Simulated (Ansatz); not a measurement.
FePt (space group P4/mmm) relaxed with several functionals in Ansatz (plane waves to 420 eV, scalar-relativistic PAW, no spin-orbit coupling, symmetry kept). The database cell has 13.80 Å³/atom; its temperature or method isn't stated, so the comparison with it is no error of the functional. Collinear spin.

```tsv
functional	conventional cell	V (Å³/atom)	against the database cell (%)	gap on mesh (eV)	largest moment (μB)
PBE	a = 2.729 Å, b = 2.729 Å, c = 3.767 Å, α = 90.00°, β = 90.00°, γ = 90.00°	14.02	1.6	0.00	2.98
PBEsol	a = 2.687 Å, b = 2.687 Å, c = 3.718 Å, α = 90.00°, β = 90.00°, γ = 90.00°	13.42	-2.7	0.00	2.88
PBE+D3(BJ)	a = 2.701 Å, b = 2.701 Å, c = 3.728 Å, α = 90.00°, β = 90.00°, γ = 90.00°	13.60	-1.4	0.00	2.92
```

 Only parallel moments were tried here.